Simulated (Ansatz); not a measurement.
How far is PAW off for I?

```yaml
crystal:
  lattice:
    - [0.00000, 2.36560, 3.90984]
    - [2.19225, 0.00000, 3.90984]
    - [2.19225, 2.36560, 0.00000]
  atoms:
    - { symbol: I, position: [0.00000, 0.00000, 0.00000] }
```

The cell is the one relaxed in the Materials Project (mp-1180981), not relaxed further here; entries there can be hypothetical.

Methods: DFT, PBEsol, PAW with Ansatz's default frozen-core files, fully relativistic files with spin-orbit coupling (Ansatz 0.2.0); DFT, PBEsol, all-electron LAPW, Dirac equation with spin-orbit coupling (Ansatz 0.2.0).

For PAW: a Γ-centred 14×14×14 k mesh, Fermi–Dirac smearing of 0.03 eV, cutoff 420 eV, no spin polarisation; the PAW files were made with PBE, and the program remakes their frozen cores for this functional. LAPW targets a basis error of 0.5 meV/atom. The Ansatz runs share mesh, smearing and spin set-up. Plane-wave (PAW) pressures include the program's estimate of the Pulay term.

Stress and pressure are positive in compression.

Levels count from the Fermi level.

```csv
quantity,PAW,LAPW
pressure (GPa),-0.94,-0.93
stress xx (GPa),-0.97,-0.96
stress yy (GPa),-1.41,-1.39
stress zz (GPa),-0.45,-0.44
highest filled level at B0 (eV),-0.868,-0.878
lowest empty level at B0 (eV),3.982,3.980
highest filled level at Y (eV),-0.434,-0.444
lowest empty level at Y (eV),3.863,3.860
highest filled level at D0 (eV),-0.868,-0.878
lowest empty level at D0 (eV),3.982,3.980
```

PAW's pressure differs from the LAPW value by about 0.01 GPa or less.
